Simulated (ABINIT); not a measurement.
ZrSe2: single point with PBEsol

**Experimental background.**

“Stress-Tuned Optical Transitions in Layered 1T-MX2 (M= Hf, Zr, Sn; X= S, Se) Crystals”, 2022, arxiv:2210.12074 quotes, for a bulk crystal of ZrSe2: band gap 1.2 eV (indirect).

ZrSe2:

```
Zr Se
1.0
     3.79800    0.00000    0.00000
    -1.89900    3.28916    0.00000
     0.00000    0.00000    6.19200
Zr Se
1 2
Direct
  0.00000 0.00000 0.00000
  0.66667 0.33333 0.75000
  0.33333 0.66667 0.25000
```

```json
{
  "Program": "ABINIT 10.8.3 (patched build)",
  "Task": "single point",
  "Functional": "PBEsol",
  "Potentials or basis": "JTH PAW PBE v2.0",
  "Cutoff": "463 eV",
  "k mesh": "10 × 10 × 6",
  "Occupations": "fermi-dirac, width 0.05 eV",
  "Spin": "no spin polarisation",
  "Fine-grid cutoff": "925.187 eV",
  "Exchange and correlation inside the PAW spheres": "full angular mesh (pawxcdev 0, this build's default; the released program takes 1)"
}
```

```
Pressure                                              : -1.2 GPa
Largest force                                         : 0.090 eV/Å
Band gap on the k mesh                                : 0.33 eV, indirect (least direct gap 1.03 eV)
Valence electrons inside the program's atomic spheres : Zr 8.93; Se 4.00
```

Forces in eV/Å, atoms in the order of the input:
```
Zr   0.000  0.000  0.000
Se   0.000  0.000 -0.090
Se   0.000  0.000  0.090
```

Stress tensor (GPa, compression positive):
```
-1.94  0.00  0.00
 0.00 -1.94  0.00
 0.00  0.00  0.23
```

Levels at points of the mesh, in eV from the valence-band top:
| k point | band 8 | band 9 | band 10 | band 11 | band 12 | band 13 | band 14 | band 15 | band 16 |
| --- | --- | --- | --- | --- | --- | --- | --- | --- | --- |
| (0.00, 0.00, 0.00) | -2.73 | -2.73 | -0.05 | -0.05 | 0.00 | 1.03 | 1.03 | 1.55 | 4.34 |
| (0.50, 0.00, 0.00) | -2.96 | -2.70 | -2.51 | -2.16 | -1.37 | 0.53 | 2.51 | 2.85 | 4.83 |
| (0.00, 0.00, 0.50) | -2.68 | -2.68 | -2.09 | -0.21 | -0.21 | 1.00 | 1.00 | 1.92 | 4.75 |
| (0.50, 0.00, 0.50) | -3.63 | -2.68 | -2.54 | -1.05 | -0.99 | 0.33 | 2.51 | 2.83 | 4.50 |

It took 68 s on 1 thread of Arm Neoverse V2, with other jobs on the host, peak memory 0.17 GiB.

Against the measured gap of ZrSe2, 1.2 eV (indirect; quoted in “Stress-Tuned Optical Transitions in Layered 1T-MX2 (M= Hf, Zr, Sn; X= S, Se) Crystals”, 2022, arxiv:2210.12074), the calculated 0.33 eV is off by -0.87 eV. Spin-orbit coupling on Se, Zr is left out. The value is that of PBEsol on a finite k mesh, which can miss the band edges, without temperature or zero-point motion. Semilocal functionals fall short of measured gaps as a rule.

Caveat: the PAW data sets were made with another functional, which shifts forces and pressure a little; this functional lacks dispersion, which binds the layers, so the pressure and a relaxed spacing across them are unreliable.
